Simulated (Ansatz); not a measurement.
# Arsenic, omega (AlB2-type) under PBEsol: structure, energy and stiffness, part 2 of 2

Aim: take arsenic in the omega (AlB2-type) structure, relax it, solve it on a dense k-mesh, then scale the cell to 7 volumes from 88 to 112 % of the relaxed one and try a fit of the equation of state. Spin polarisation is left out. The k-meshes are 8×8×11 for the relaxation; 10×10×15 for the dense run; 9×9×13 for the volumes.

Ansatz 0.2.0; DFT, PBEsol, plane waves (420 eV) with PAW, scalar-relativistic. Earlier steps stand in the parts before.

**7. At 100 % of the relaxed volume**

Contents of input.yaml:

```yaml
crystal:
  lattice:
    - [4.7773408999, 0.0, 0.0]
    - [-2.3886704499, 4.1372985818, 0.0]
    - [0.0, 0.0, 2.7820315507]
  atoms:
    - { symbol: As, position: [1.0, 0.0, 0.0] }
    - { symbol: As, position: [0.3333333333, 0.6666666667, 0.5] }
    - { symbol: As, position: [0.6666666667, 0.3333333333, 0.5] }
hamiltonian:
  xc: pbesol
  pseudopotentials:
    kind: paw
    azcp:
      As: "pseudopotentials/As.paw.azcp"
basis:
  ecutwfc: 420
  fft_grid_basis: typed
kpoints:
  mp_grid: { grid: [9, 9, 13], shift: [0, 0, 0] }
magnetization:
  spin_polarized: false
scf:
  occupations: { method: fermi_dirac, width: 0.1 }
  lower_state_search: "off"
output:
  stress: true
  write_density: true
  write_potential: true
  elf: true
  volumetric_format: npy
```

Standard output, shortened:

```text
Warning: <dir> the record states the generating functional pbe (its physics header spells it `PBE`), which answers neither for hamiltonian.xc's functional nor for the pbesol family's — results may be inconsistent (PPs are generated against a specific XC)
Warning: RAYON_NUM_THREADS=2 ignored (pool sized by the plan → 2); use --threads N
[...]
Pseudopotentials: kind: paw
Pseudopotential: As, paw, valence charge 15, recommended cutoff 420 eV (normal), <dir>
Functional definition: PBEsol
[...]
Crystal: 3 atoms, lattice volume = 54.988 Å³
Basis set: ecut = 420 eV, 1047 PW (Γ)
Bands: 27, of which v1, the nominal top of the filled ones, is band 23 counted from 1 (22 counted from 0)
Symmetry: 24 space group operations
Space group: P6/mmm (ITA 191), of the structure as read, at distance tolerance 3.8e-5 Å
k-points: 84 of 1053
[...]
SCF iter   1: F=—  HF=-14437.920603 eV  |F-HF|=—  |Δ(HF+E_count)|=         —  Δρ=2.11e-3  dr2=2.49e-3  ethr=1.77e-3  ⟨swp⟩=5.3  Hψ=8579  notcnv=0
[...]
SCF iter   6: F=-14437.919790 eV  HF=-14437.919790 eV  |F-HF|=4.55e-8  |Δ(HF+E_count)|=   4.95e-7  Δρ=1.31e-5  dr2=9.57e-8  ethr=2.22e-10  ⟨swp⟩=8.1  Hψ=17148  notcnv=0
[...]
SCF converged after 6 iterations
Free energy (F): -14437.919790 eV
[...]
E sigma→0 (E₀):  -14437.892590 eV
Entropy (-TS):   -0.054399 eV (-18.133 meV/atom)
Fermi energy:    12.984794 eV
[...]
--- Stress (GPa, compression-positive) ---
       -0.727207       0.000000       0.000000
        0.000000      -0.727207       0.000000
        0.000000       0.000000       2.368576
  P = ⅓ Tr σ = 0.3047 GPa (3.047 kbar)
--- Band table (eV; the first three rows and the last of 84) ---
  k-point 0: bands = ["-23.2543", "-23.2327", "-23.2327", "-23.2232", "-23.2065", "-23.2065", "-23.1999", "-23.1999", "-23.1860", "-23.1860", "-23.1355", "-23.0900", "-23.0900", "-23.0837", "-23.0837", "-2.4690", "3.1867", "3.3690", "8.0993", "8.0993", "8.3875", "8.3875", "15.5967", [...]
[...]
```

Run time: 7.3 s. Hardware: 2 threads of an Arm CPU, shared host; peak memory 0.37 GiB.

**8. At 104 % of the relaxed volume**

input.yaml, as its differences from that of step 7:

```diff
@@ -2,5 +2,5 @@
   lattice:
-    - [4.7773408999, 0.0, 0.0]
-    - [-2.3886704499, 4.1372985818, 0.0]
-    - [0.0, 0.0, 2.7820315507]
+    - [4.840207858, 0.0, 0.0]
+    - [-2.420103929, 4.1917429646, 0.0]
+    - [0.0, 0.0, 2.8186414273]
   atoms:
```

Standard output, shortened:

```text
Warning: <dir> the record states the generating functional pbe (its physics header spells it `PBE`), which answers neither for hamiltonian.xc's functional nor for the pbesol family's — results may be inconsistent (PPs are generated against a specific XC)
Warning: RAYON_NUM_THREADS=2 ignored (pool sized by the plan → 2); use --threads N
[...]
Pseudopotentials: kind: paw
Pseudopotential: As, paw, valence charge 15, recommended cutoff 420 eV (normal), <dir>
Functional definition: PBEsol
[...]
Crystal: 3 atoms, lattice volume = 57.187 Å³
Basis set: ecut = 420 eV, 1143 PW (Γ)
Bands: 27, of which v1, the nominal top of the filled ones, is band 23 counted from 1 (22 counted from 0)
Symmetry: 24 space group operations
Space group: P6/mmm (ITA 191), of the structure as read, at distance tolerance 3.9e-5 Å
k-points: 84 of 1053
[...]
SCF iter   1: F=—  HF=-14437.901365 eV  |F-HF|=—  |Δ(HF+E_count)|=         —  Δρ=2.00e-3  dr2=2.66e-3  ethr=1.77e-3  ⟨swp⟩=5.3  Hψ=8472  notcnv=0
[...]
SCF iter   7: F=-14437.900458 eV  HF=-14437.900458 eV  |F-HF|=1.00e-9  |Δ(HF+E_count)|=   2.16e-8  Δρ=2.28e-6  dr2=3.37e-9  ethr=2.22e-10  ⟨swp⟩=6.3  Hψ=11386  notcnv=0
[...]
SCF converged after 7 iterations
Free energy (F): -14437.900458 eV
[...]
E sigma→0 (E₀):  -14437.871552 eV
Entropy (-TS):   -0.057811 eV (-19.270 meV/atom)
Fermi energy:    12.278890 eV
[...]
--- Stress (GPa, compression-positive) ---
       -3.693060       0.000000      -0.000000
        0.000000      -3.693060      -0.000000
       -0.000000      -0.000000      -1.621559
  P = ⅓ Tr σ = -3.0026 GPa (-30.026 kbar)
--- Band table (eV; the first three rows and the last of 84) ---
  k-point 0: bands = ["-23.9149", "-23.8977", "-23.8977", "-23.8876", "-23.8745", "-23.8745", "-23.8679", "-23.8679", "-23.8559", "-23.8559", "-23.8169", "-23.7765", "-23.7765", "-23.7716", "-23.7716", "-2.7993", "2.5179", "2.7076", "7.6294", "7.6294", "7.9133", "7.9133", "14.8077", [...]
[...]
```

Run time: 9 s. Hardware: 2 threads of an Arm CPU, shared host; peak memory 0.37 GiB.

**9. At 108 % of the relaxed volume**

input.yaml, as its differences from that of step 8:

```diff
@@ -2,5 +2,5 @@
   lattice:
-    - [4.840207858, 0.0, 0.0]
-    - [-2.420103929, 4.1917429646, 0.0]
-    - [0.0, 0.0, 2.8186414273]
+    - [4.9014828167, 0.0, 0.0]
+    - [-2.4507414084, 4.2448086355, 0.0]
+    - [0.0, 0.0, 2.8543242207]
   atoms:
@@ -27,5 +27 @@
   stress: true
-  write_density: true
-  write_potential: true
-  elf: true
-  volumetric_format: npy
```

Standard output, shortened:

```text
Warning: <dir> the record states the generating functional pbe (its physics header spells it `PBE`), which answers neither for hamiltonian.xc's functional nor for the pbesol family's — results may be inconsistent (PPs are generated against a specific XC)
Warning: RAYON_NUM_THREADS=2 ignored (pool sized by the plan → 2); use --threads N
[...]
Pseudopotentials: kind: paw
Pseudopotential: As, paw, valence charge 15, recommended cutoff 420 eV (normal), <dir>
Functional definition: PBEsol
[...]
Crystal: 3 atoms, lattice volume = 59.387 Å³
Basis set: ecut = 420 eV, 1155 PW (Γ)
Bands: 27, of which v1, the nominal top of the filled ones, is band 23 counted from 1 (22 counted from 0)
Symmetry: 24 space group operations
Space group: P6/mmm (ITA 191), of the structure as read, at distance tolerance 3.9e-5 Å
k-points: 84 of 1053
[...]
SCF iter   1: F=—  HF=-14437.841403 eV  |F-HF|=—  |Δ(HF+E_count)|=         —  Δρ=1.94e-3  dr2=3.07e-3  ethr=1.77e-3  ⟨swp⟩=5.3  Hψ=8338  notcnv=0
[...]
SCF iter   7: F=-14437.840269 eV  HF=-14437.840269 eV  |F-HF|=1.32e-9  |Δ(HF+E_count)|=   2.33e-8  Δρ=2.33e-6  dr2=4.10e-9  ethr=2.22e-10  ⟨swp⟩=3.9  Hψ=6450  notcnv=0
[...]
SCF converged after 7 iterations
Free energy (F): -14437.840269 eV
[...]
E sigma→0 (E₀):  -14437.809687 eV
Entropy (-TS):   -0.061163 eV (-20.388 meV/atom)
Fermi energy:    11.624102 eV
[...]
--- Stress (GPa, compression-positive) ---
       -6.053543       0.000000       0.000000
        0.000000      -6.053543       0.000000
        0.000000       0.000000      -4.904852
  P = ⅓ Tr σ = -5.6706 GPa (-56.706 kbar)
```

Run time: 5.9 s. Hardware: 2 threads of an Arm CPU, shared host; peak memory 0.37 GiB.

**10. At 112 % of the relaxed volume**

input.yaml, as its differences from that of step 9:

```diff
@@ -2,5 +2,5 @@
   lattice:
-    - [4.9014828167, 0.0, 0.0]
-    - [-2.4507414084, 4.2448086355, 0.0]
-    - [0.0, 0.0, 2.8543242207]
+    - [4.961262889, 0.0, 0.0]
+    - [-2.4806314445, 4.2965796968, 0.0]
+    - [0.0, 0.0, 2.8891364836]
   atoms:
```

Standard output, shortened:

```text
Warning: <dir> the record states the generating functional pbe (its physics header spells it `PBE`), which answers neither for hamiltonian.xc's functional nor for the pbesol family's — results may be inconsistent (PPs are generated against a specific XC)
Warning: RAYON_NUM_THREADS=2 ignored (pool sized by the plan → 2); use --threads N
[...]
Pseudopotentials: kind: paw
Pseudopotential: As, paw, valence charge 15, recommended cutoff 420 eV (normal), <dir>
Functional definition: PBEsol
[...]
Crystal: 3 atoms, lattice volume = 61.586 Å³
Basis set: ecut = 420 eV, 1227 PW (Γ)
Bands: 27, of which v1, the nominal top of the filled ones, is band 23 counted from 1 (22 counted from 0)
Symmetry: 24 space group operations
Space group: P6/mmm (ITA 191), of the structure as read, at distance tolerance 3.9e-5 Å
k-points: 84 of 1053
[...]
SCF iter   1: F=—  HF=-14437.748404 eV  |F-HF|=—  |Δ(HF+E_count)|=         —  Δρ=1.93e-3  dr2=3.72e-3  ethr=1.77e-3  ⟨swp⟩=5.3  Hψ=8355  notcnv=0
[...]
SCF iter   7: F=-14437.747109 eV  HF=-14437.747109 eV  |F-HF|=1.56e-9  |Δ(HF+E_count)|=   2.33e-8  Δρ=1.81e-6  dr2=2.88e-9  ethr=2.22e-10  ⟨swp⟩=4.0  Hψ=7144  notcnv=0
[...]
SCF converged after 7 iterations
Free energy (F): -14437.747109 eV
[...]
E sigma→0 (E₀):  -14437.715090 eV
Entropy (-TS):   -0.064037 eV (-21.346 meV/atom)
Fermi energy:    11.015823 eV
[...]
--- Stress (GPa, compression-positive) ---
       -7.948874       0.000000       0.000000
        0.000000      -7.948874       0.000000
        0.000000       0.000000      -7.577313
  P = ⅓ Tr σ = -7.8250 GPa (-78.250 kbar)
```

Run time: 5.7 s. Hardware: 2 threads of an Arm CPU, shared host; peak memory 0.37 GiB.

**11. Fitting the volumes**

All volumes keep the relaxed shape and fractional coordinates.

```csv
V (Å³/atom),E − E₀ (meV/atom),P from the stress (GPa),P from the fit (GPa)
16.130,97.9,15.74,15.76
16.863,40.9,9.47,9.40
17.596,9.9,4.40,4.30
18.329,0.0,0.30,0.19
19.062,7.0,-3.00,-3.12
19.796,27.6,-5.67,-5.79
20.529,59.2,-7.83,-7.94
```

Fit (Birch-Murnaghan, third order): V₀ = 18.368 Å³/atom, B₀ = 91 GPa, B₀′ = 4.4, largest residual 0.05 meV/atom.

The fit is made to E(σ → 0), while the stress belongs to the free energy F; that is one source of the offset between the two pressures.

**12. Outcome**

What follows sums up all 2 parts.

```
                      quantity                                   value
space group (spins left aside)                        P6/mmm (No. 191)
             conventional cell  a = 4.777 Å, c = 2.782 Å (c/a = 0.582)
                        volume                          18.329 Å³/atom
             shortest distance                                 2.758 Å
               gap on the mesh            none (levels filled in part)
 relative to grey arsenic (A7)                           +384 meV/atom
                   V₀, B₀, B₀′             18.368 Å³/atom, 91 GPa, 4.4
```

What this shows: From the guessed start the volume grew by 0.2 % in 6 steps. It lies 384 meV/atom above the element's reference form at the same level (grey arsenic (A7), from a run of its own), so it is far from stable. Levels at the Fermi energy are filled in part, as in a metal. The fitted modulus is 91 GPa; letting shape and positions relax at each volume could only lower it. Relaxation kept the symmetry; phonons were not checked.
